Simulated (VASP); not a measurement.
Runs of VASP 6.6.1 on InAs. The structure is cubic, space group F-43m (No. 216). The conventional cell has a = 6.076 Å, b = 6.076 Å, c = 6.076 Å, α = 90.00°, β = 90.00°, γ = 90.00°. In (site symmetry -43m) has 4 As at 2.63 Å as nearest neighbours. Around As (site symmetry -43m) lie 4 In at 2.63 Å. 

```tsv
cell	gap on the mesh (eV)	pressure (GPa)
F-43m, 28.04 Å³/atom	1.14	0.6
F-43m, 27.49 Å³/atom	(b)	(a)
F-43m, 26.39 Å³/atom	(c)	5.0
F-43m, 25.84 Å³/atom	1.65	6.9
```

Alike in all rows: task single point; level PBE0; potentials or basis VASP PAW PBE potentials, release 64 (In_d, As); no spin polarisation; k mesh 4 × 4 × 4; cutoff (eV) 520; smearing fermi-dirac 0.05 eV; the mesh is coarse, so values aren't converged.

Task: Fill in the values left out.

Result: (a) 1.9; (b) 1.27; (c) 1.52.

Caveats: all runs use coarse meshes; the PAW data sets were made with another functional, which shifts forces and pressure a little; spin-orbit coupling is left out, which moves the levels of the heavy elements.

A k mesh can miss the band edges, and the runs leave out spin-orbit coupling on As, In.
